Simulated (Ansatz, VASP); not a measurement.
**ZnS in VASP and in Ansatz**

```
Zn S
1.0
     0.00000    2.74843    2.74843
     2.74843    0.00000    2.74843
     2.74843    2.74843    0.00000
Zn S
1 1
Cartesian
  1.3742 1.3742 1.3742
  0.0000 0.0000 0.0000
```

Alike in both runs: task single point; functional PBE; k mesh 10 × 10 × 10; occupations gaussian, width 0.02 eV; no spin polarisation.

|  | VASP | Ansatz |
| --- | --- | --- |
| version | VASP 6.6.1 | Ansatz 0.2.0 |
| potentials or method | VASP PAW PBE potentials, release 64 (Zn, S) | scalar-relativistic, plane waves, PAW |
| plane-wave cutoff (eV) | 520 | 420 |
| valence electrons in the cell | 18 | 18 |

VASP gave:

- gap on the k mesh at the Fermi level (eV): 1.89
- least direct gap on the mesh (eV): 1.89
- pressure (GPa): -1.8

Q: What did Ansatz give for the same quantities?

A: gap on the k mesh at the Fermi level (eV): 1.89; least direct gap on the mesh (eV): 1.89; pressure (GPa): -1.9.

PBE gaps usually lie below the measured ones, often by a third to a half.
